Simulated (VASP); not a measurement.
# LiF3 (Im-3m) in VASP: single point with PBE

Aim: the single point of LiF3 with PBE.

Everything below comes from runs of VASP 6.6.1. Logs are shortened: lines on timing, memory, paths and dates and some standing lists are left out, and cuts for length are marked.

### Step 1. The structure

Symmetry: Im-3m, No. 229, cubic system. Conventional cell: a = 4.410 Å, b = 4.410 Å, c = 4.410 Å, α = 90.00°, β = 90.00°, γ = 90.00°. Li (site symmetry m-3m) is surrounded by 6 F at 2.21 Å. F (site symmetry 4/mmm) has 2 Li at 2.21 Å and 4 F at 2.21 Å as nearest neighbours.

The cell was built by a generator and needn't be a form met in nature.

### Step 2. Single point, PBE, collinear spin, typed start

The input, INCAR:

```
SYSTEM = LiF3
  PREC = Accurate
  ENCUT = 520
  EDIFF = 1E-6
  ISMEAR = 0
  SIGMA = 0.1
  LREAL = .False.
  LASPH = .True.
  NELM = 150
  ALGO = Normal
  ISIF = 2
  LWAVE = .False.
  LCHARG = .False.
  ISPIN = 2
  MAGMOM = 0 0.74 0.74 0.74
  LORBIT = 11
  GGA = PE
  NBANDS = 24
```

The input, KPOINTS:

```
regular mesh
0
Gamma
  14 14 14
  0 0 0
```

The input, POSCAR:

```
LiF3
1.0
   -2.2051008174      2.2051008174      2.2051008174
    2.2051008174     -2.2051008174      2.2051008174
    2.2051008174      2.2051008174     -2.2051008174
Li F
1 3
Direct
    0.0000000000      0.0000000000      0.0000000000
    0.0000000000      0.5000000000      0.5000000000
    0.5000000000      0.0000000000      0.5000000000
    0.5000000000      0.5000000000      0.0000000000
```

Potentials or basis: VASP PAW PBE potentials, release 64 (Li_sv, F).

The run is started by

```sh
cat potpaw_PBE.64/Li_sv/POTCAR potpaw_PBE.64/F/POTCAR > POTCAR
mpirun -np 1 vasp_std > vasp.out
```

OUTCAR:

```text
SYSTEM = LiF3
   PREC = Accurate
   ENCUT = 520
   EDIFF = 1E-6
   ISMEAR = 0
   LREAL = .False.
   LASPH = .True.
   NELM = 150
   ISIF = 2
   ISPIN = 2
   LORBIT = 11
   GGA = PE

 ion  position               nearest neighbor table
   1  0.000  0.000  0.000-   2 2.21   3 2.21   4 2.21   2 2.21   3 2.21   4 2.21
   2  0.000  0.500  0.500-   1 2.21   1 2.21
   3  0.500  0.000  0.500-   1 2.21   1 2.21
   4  0.500  0.500  0.000-   1 2.21   1 2.21

  LATTYP: Found a body centered cubic cell.
 ALAT       =     4.4102016348

  Lattice vectors:

 A1 = (  -2.2051008174,   2.2051008174,   2.2051008174)
 A2 = (   2.2051008174,  -2.2051008174,   2.2051008174)
 A3 = (   2.2051008174,   2.2051008174,  -2.2051008174)

Analysis of symmetry for initial positions (statically):
=====================================================================
 Subroutine PRICEL returns:
 Original cell was already a primitive cell.

 Routine SETGRP: Setting up the symmetry group for a
 body centered cubic supercell.

 Subroutine GETGRP returns: Found 48 space group operations
 (whereof 48 operations were pure point group operations)
 out of a pool of 48 trial point group operations.

The static configuration has the point symmetry O_h .

Analysis of symmetry for dynamics (positions and initial velocities):
=====================================================================
 Subroutine PRICEL returns:
 Original cell was already a primitive cell.

 Routine SETGRP: Setting up the symmetry group for a
 body centered cubic supercell.

 Subroutine GETGRP returns: Found 48 space group operations
 (whereof 48 operations were pure point group operations)
 out of a pool of 48 trial point group operations.

The dynamic configuration has the point symmetry O_h .

Analysis of structural, dynamic, and magnetic symmetry:
=====================================================================
 Subroutine PRICEL returns:
 Original cell was already a primitive cell.

 Routine SETGRP: Setting up the symmetry group for a
 body centered cubic supercell.

 Subroutine GETGRP returns: Found 48 space group operations
 (whereof 48 operations were pure point group operations)
 out of a pool of 48 trial point group operations.

The overall configuration has the point symmetry O_h .

 Subroutine INISYM returns: Found 48 space group operations
 (whereof 48 operations are pure point group operations),
 and found     1 'primitive' translations

----------------------------------------------------------------------------------------

                                     Primitive cell

  volume of cell :      42.8889

  direct lattice vectors                    reciprocal lattice vectors
    -2.205100817  2.205100817  2.205100817     0.000000000  0.226747002  0.226747002
     2.205100817 -2.205100817  2.205100817     0.226747002  0.000000000  0.226747002
     2.205100817  2.205100817 -2.205100817     0.226747002  0.226747002  0.000000000

  length of vectors
     3.819346652  3.819346652  3.819346652     0.320668686  0.320668686  0.320668686

  position of ions in fractional coordinates (direct lattice)
     0.000000000  0.000000000  0.000000000
     0.000000000  0.500000000  0.500000000
     0.500000000  0.000000000  0.500000000
     0.500000000  0.500000000  0.000000000

  ion indices of the primitive-cell ions
   primitive index   ion index
                 1           1
                 2           2
                 3           3
                 4           4

----------------------------------------------------------------------------------------

 KPOINTS: regular mesh

Automatic generation of k-mesh.
 Grid dimensions read from file:
 generate k-points for:   14   14   14

 Generating k-lattice:

  Cartesian coordinates                     Fractional coordinates (reciprocal lattice)
     0.000000000  0.016196214  0.016196214     0.071428571  0.000000000  0.000000000
     0.016196214  0.000000000  0.016196214     0.000000000  0.071428571  0.000000000
     0.016196214  0.016196214  0.000000000     0.000000000  0.000000000  0.071428571

  Length of vectors
     0.022904906  0.022904906  0.022904906

  Shift w.r.t. Gamma in fractional coordinates (k-lattice)
     0.000000000  0.000000000  0.000000000

 Subroutine IBZKPT returns following result:
 ===========================================

 Found    104 irreducible k-points:

 Following reciprocal coordinates:
            Coordinates               Weight
  0.000000  0.000000  0.000000      1.000000
  0.071429  0.000000  0.000000     12.000000
  0.142857  0.000000  0.000000     12.000000
  0.214286  0.000000  0.000000     12.000000
  0.285714  0.000000  0.000000     12.000000
  0.357143  0.000000  0.000000     12.000000
[... 16 lines left out ...]
  0.285714  0.285714  0.000000     24.000000
  0.357143  0.285714  0.000000     24.000000
 [... further k-points ...]
   k-points           NKPTS =    104   k-points in BZ     NKDIM =    104   number of bands    NBANDS=     24
   number of dos      NEDOS =    301   number of ions     NIONS =      4
   total plane-waves  NPLWV =  21952
   dimension x,y,z NGX =    28 NGY =   28 NGZ =   28
   dimension x,y,z NGXF=    56 NGYF=   56 NGZF=   56
   ions per type =               1   3
   NGX,Y,Z   is equivalent  to a cutoff of  12.19, 12.19, 12.19 a.u.
   NGXF,Y,Z  is equivalent  to a cutoff of  24.38, 24.38, 24.38 a.u.
 SYSTEM =  LiF3
   PREC   = accura    normal or accurate (medium, high low for compatibility)
   ISTART =      0    job   : 0-new  1-cont  2-samecut
   ICHARG =      2    charge: 1-file 2-atom 10-const
   ISPIN  =      2    spin polarized calculation?
   LNONCOLLINEAR =      F non collinear calculations
   LSORBIT =      F    spin-orbit coupling
   LASPH  =      T    aspherical Exc in radial PAW
   ENCUT  =  520.0 eV  38.22 Ry    6.18 a.u.   7.10  7.10  7.10*2*pi/ulx,y,z
   NELM   =    150;   NELMIN=  2; NELMDL= -5     # of ELM steps
   EDIFF  = 0.1E-05   stopping-criterion for ELM
   LREAL  =      F    real-space projection
   EDIFFG = 0.1E-04   stopping-criterion for IOM
   NSW    =      0    number of steps for IOM
   IBRION =     -1    ionic relax: 0-MD 1-quasi-New 2-CG
   NFREE  =      0    steps in history (QN), initial steepest desc. (CG)
   ISIF   =      2    stress and relaxation
   ISYM   =      2    0-nonsym 1-usesym 2-fastsym
   POTIM  = 0.5000    time-step for ionic-motion
   TEBEG  =    0.0;   TEEND  =   0.0 temperature during run
   PSTRESS=    0.0 pullay stress
   NELECT =      24.0000    total number of electrons
   NUPDOWN=      -1.0000    fix difference up-down
   EMIN   =  10.00;   EMAX   =-10.00  energy-range for DOS
   EFERMI =   0.00;   METHOD = LEGACY
   ISMEAR =     0;   SIGMA  =   0.10  broadening in eV -4-tet -1-fermi 0-gaus
   EFERMI_NEDOS =   21; number of points for ismear=-14 and -15
   IALGO  =     38    algorithm
   IMIX   =      4    mixing-type and parameters
     AMIX     =   0.40;   BMIX     =  1.00
     AMIX_MAG =   1.60;   BMIX_MAG =  1.00
  volume/ion in A,a.u.               =      10.72        72.36
  Fermi-wavevector in a.u.,A,eV,Ry     =   1.349056  2.549347 24.761969  1.819953
  Thomas-Fermi vector in A             =   2.476675
   LORBIT       =     11    0 simple, 1 ext, 2 COOP (PROOUT), +10 PAW based schemes
   GGA     = PE    functional components
   LHFCALC =     F    Hartree Fock is set to
   AEXX    =    0.0000 exact exchange contribution
   IVDW    =     0    specifies the selected vdW correction
   LEPSILON=     F    determine dielectric tensor
   LRPA    =     F    only Hartree local field effects (RPA)
 spin polarized calculation
 Gauss-broadening in eV      SIGMA  =   0.10
  energy-cutoff  :      520.00
  volume of cell :       42.89
 maximum number of plane-waves:      1169
   NGX = 15   NGY = 15   NGZ = 15

 number of electron      23.9999957 magnetization       2.0000649

 Free energy of the ion-electron system (eV)
  ---------------------------------------------------
  ext. energy  EPLUGINS =         0.00000000
  ---------------------------------------------------
  free energy    TOTEN  =       -12.22729608 eV

  energy without entropy =      -12.22122955  energy(sigma->0) =      -12.22426282

 E-fermi :  -2.1341     XC(G=0):  -9.2161

 val. band max:       -2.1467210804   @ k =   0.5000   0.5000   0.1429
 cond. band min:      -2.1295250969   @ k =   0.2143   0.2143   0.1429
 fundamental gap:      0.0171959835
 Fermi energy:        -2.1340954827

 spin component 1

 k-point     1 :       0.0000    0.0000    0.0000
  band No.  band energies     occupation
      1     -44.6380      1.00000
      2     -24.5559      1.00000
      3     -22.7706      1.00000
      4     -22.7706      1.00000
      5      -6.4075      1.00000
      6      -6.4075      1.00000
[... 16 lines left out ...]
     23      23.2098      0.00000
     24      23.2098      0.00000

 k-point     2 :       0.0714    0.0000    0.0000
  band No.  band energies     occupation
      1     -44.6379      1.00000
      2     -24.5370      1.00000
      3     -22.7917      1.00000
      4     -22.7742      1.00000
      5      -6.4156      1.00000
      6      -6.3732      1.00000
[... 16 lines left out ...]
     23      23.1281      0.00000
     24      23.2061      0.00000
[... 565 lines left out ...]
     23      23.0349      0.00000
     24      23.4115      0.00000

 k-point    24 :       0.3571    0.2857    0.0000
  band No.  band energies     occupation
      1     -44.6365      1.00000
      2     -23.7362      1.00000
      3     -23.5995      1.00000
      4     -22.8978      1.00000
      5      -6.0660      1.00000
      6      -5.7953      1.00000
[... 16 lines left out ...]
     23      23.1150      0.00000
     24      23.5204      0.00000

 [... further k-points ...]

 spin component 2

 k-point     1 :       0.0000    0.0000    0.0000
  band No.  band energies     occupation
      1     -44.6444      1.00000
      2     -23.3914      1.00000
      3     -21.4960      1.00000
      4     -21.4960      1.00000
      5      -5.0388      1.00000
      6      -5.0388      1.00000
[... 16 lines left out ...]
     23      23.8170      0.00000
     24      23.8170      0.00000

 k-point     2 :       0.0714    0.0000    0.0000
  band No.  band energies     occupation
      1     -44.6443      1.00000
      2     -23.3713      1.00000
      3     -21.5185      1.00000
      4     -21.5001      1.00000
      5      -5.0488      1.00000
      6      -5.0035      1.00000
[... 16 lines left out ...]
     23      23.7243      0.00000
     24      23.7999      0.00000
[... 565 lines left out ...]
     23      23.1651      0.00000
     24      23.6001      0.00000

 k-point    24 :       0.3571    0.2857    0.0000
  band No.  band energies     occupation
      1     -44.6430      1.00000
      2     -22.5204      1.00000
      3     -22.3758      1.00000
      4     -21.6386      1.00000
      5      -5.0589      1.00000
      6      -4.6044      1.00000
[... 16 lines left out ...]
     23      23.2165      0.00000
     24      23.6395      0.00000

 [... further k-points ...]

------------------------ aborting loop because EDIFF is reached ----------------------------------------

  FORCE on cell =-STRESS in cart. coord.  units (eV):
  Direction    XX          YY          ZZ          XY          YZ          ZX
  --------------------------------------------------------------------------------------
  -------------------------------------------------------------------------------------
  Total       -0.1574178     -0.1574178     -0.1574178      0.0000000      0.0000000      0.0000000
  in kB       -5.8805646     -5.8805646     -5.8805646      0.0000000      0.0000000      0.0000000
  external PRESSURE =      -5.8805646 kB  Pullay stress =       0.0000000 kB

 VOLUME and BASIS-vectors are now :
 -----------------------------------------------------------------------------
  energy-cutoff  :      520.00
  volume of cell :       42.89
      direct lattice vectors                 reciprocal lattice vectors
    -2.205100817  2.205100817  2.205100817     0.000000000  0.226747002  0.226747002
     2.205100817 -2.205100817  2.205100817     0.226747002  0.000000000  0.226747002
     2.205100817  2.205100817 -2.205100817     0.226747002  0.226747002  0.000000000

 POSITION                                       TOTAL-FORCE (eV/Angst)
 -----------------------------------------------------------------------------------
      0.00000      0.00000      0.00000         0.000000     -0.000000      0.000000
      2.20510      0.00000      0.00000        -0.000000      0.000000      0.000000
      0.00000      2.20510      0.00000        -0.000000      0.000000     -0.000000
      0.00000      0.00000      2.20510         0.000000      0.000000      0.000000
 -----------------------------------------------------------------------------------
    total drift:                                0.000000      0.000000     -0.000000

  FREE ENERGIE OF THE ION-ELECTRON SYSTEM (eV)
  ---------------------------------------------------
  free  energy   TOTEN  =       -12.2272960797 eV

  energy  without entropy=      -12.2212295519  energy(sigma->0) =      -12.22426282

 total charge

# of ion       s       p       d       tot
------------------------------------------
    1        1.999   0.022   0.000   2.021
    2        1.759   4.135   0.000   5.894
    3        1.759   4.135   0.000   5.894
    4        1.759   4.135   0.000   5.894
--------------------------------------------------
tot          7.276  12.426   0.000  19.702

 magnetization (x)

# of ion       s       p       d       tot
------------------------------------------
    1       -0.001  -0.001   0.000  -0.002
    2        0.004   0.625   0.000   0.629
    3        0.004   0.625   0.000   0.629
    4        0.004   0.625   0.000   0.629
--------------------------------------------------
tot          0.011   1.873   0.000   1.885
```

It took 2.3 min on 1 thread of Intel Xeon Platinum 8488C (Sapphire Rapids), shared host; peak memory 0.26 GiB.

What came out:

| Quantity | Value |
| --- | --- |
| Free energy | -12.2273 eV |
| Band gap on the k mesh | none (metal or under the smearing width) |
| Net moment | 2.00 μB per cell |
| Site moments | Li -0.00; F +0.63 μB |
| Valence electrons inside the program's atomic spheres | Li 2.02; F 5.89 |

Levels at points of the mesh, in eV from the Fermi level:
Spin up:
```tsv
k point	band 10	band 11	band 12	band 13	band 14	band 15	band 16	band 17
(0.00, 0.00, 0.00)	-2.37	-0.51	-0.51	-0.51	8.35	15.31	15.31	15.31
(0.50, 0.00, 0.00)	-2.48	-2.22	-1.69	-0.51	10.91	12.23	13.47	14.70
(0.50, 0.50, 0.50)	-2.07	-0.49	-0.49	-0.49	13.08	13.50	13.50	13.50
```
Spin down:
| k point | band 8 | band 9 | band 10 | band 11 | band 12 | band 13 | band 14 | band 15 |
| --- | --- | --- | --- | --- | --- | --- | --- | --- |
| (0.00, 0.00, 0.00) | -1.84 | -1.84 | -1.84 | 1.19 | 1.19 | 1.19 | 8.57 | 15.38 |
| (0.50, 0.00, 0.00) | -1.57 | -1.21 | -1.01 | -0.99 | -0.61 | 1.20 | 11.19 | 12.50 |
| (0.50, 0.50, 0.50) | -1.32 | -1.32 | -1.32 | 1.23 | 1.23 | 1.23 | 13.15 | 13.82 |

Caveat: the cutoff is under 1.25 times the usual one of these potentials, so pressure, stress and relaxed cells hold a basis-set (Pulay) error.
